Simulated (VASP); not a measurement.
Runs of VASP 6.6.1 on SnO. Symmetry: P4/nmm, No. 129, tetragonal system. The conventional cell has a = 3.814 Å, b = 3.814 Å, c = 4.887 Å, α = 90.00°, β = 90.00°, γ = 90.00°. Around Sn (site symmetry 4mm) lie 4 O at 2.23 Å. Around O (site symmetry -4m2) lie 4 Sn at 2.23 Å. The cell is a database's computed one.

```csv
task,level,potentials or basis,cell,k mesh,cutoff (eV),smearing,ladder,k mesh for the DOS,occupations for the DOS,GW scheme,GW iterations,mesh quality,gap on the mesh (eV),pressure (GPa),relaxed volume (Å³/atom),largest force (eV/Å)
Born charges and dielectric tensor,PBE,"VASP PAW PBE potentials, release 64 (Sn_d, O)",as given,7 × 7 × 6,520,fermi-dirac 0.05 eV,-,-,-,-,-,not flagged,0.38,-,-,-
relaxation of cell and atoms,LDA,"VASP PAW LDA potentials, release 64 (Sn_d, O)",relaxed,6 × 6 × 6,600,gaussian 0.02 eV,gaps,-,-,-,-,not flagged,none,0.1,16.36,-
single point,PBE,"VASP PAW PBE potentials, release 64 (Sn_d, O)",as given,7 × 7 × 6,520,gaussian 0.024 eV,-,-,-,-,-,not flagged,0.38,3.8,-,0.46
relaxation of cell and atoms,rev-vdW-DF2,"VASP PAW PBE potentials, release 64 (Sn_d, O)",relaxed,7 × 7 × 6,600,fermi-dirac 0.05 eV,-,-,-,-,-,not flagged,0.45,0.0,17.92,-
single point,PBE,"VASP PAW PBE potentials, release 64 (Sn_d, O)",as given,7 × 7 × 6,520,fermi-dirac 0.05 eV,-,-,-,-,-,not flagged,0.38,3.8,-,0.46
relaxation of cell and atoms,vdW-DF2,"VASP PAW PBE potentials, release 64 (Sn_d, O)",relaxed,7 × 7 × 6,600,fermi-dirac 0.05 eV,-,-,-,-,-,not flagged,(a),0.0,(c),-
Born charges and dielectric tensor,LDA,"VASP PAW LDA potentials, release 64 (Sn_d, O)",as given,7 × 7 × 6,520,fermi-dirac 0.05 eV,-,-,-,-,-,not flagged,0.44,-,-,-
relaxation of cell and atoms,BEEF-vdW,"VASP PAW PBE potentials, release 64 (Sn_d, O)",relaxed,7 × 7 × 6,600,fermi-dirac 0.05 eV,-,-,-,-,-,not flagged,(b),0.0,19.74,0.01
```

Alike in all rows: no spin polarisation.

Task: Fill in the values left out.

Result: (a) 1.42; (b) 1.03; (c) 21.36.

Caveats: spin-orbit coupling is left out, which moves the levels of the heavy elements (some runs); an odd mesh through Γ misses points on the zone boundary, where band edges often lie (some runs); the PAW data sets were made with another functional, which shifts forces and pressure a little (some runs); the gap is small at this level, which inflates the dielectric constant (some runs); the volume moved by over 15 % at a fixed basis, so the end points are rough (some runs).

A k mesh can miss the band edges, and the runs leave out spin-orbit coupling on Sn.

A gap of «none» marks a metal or a gap under the smearing width.

Not every run made on this cell is shown here.
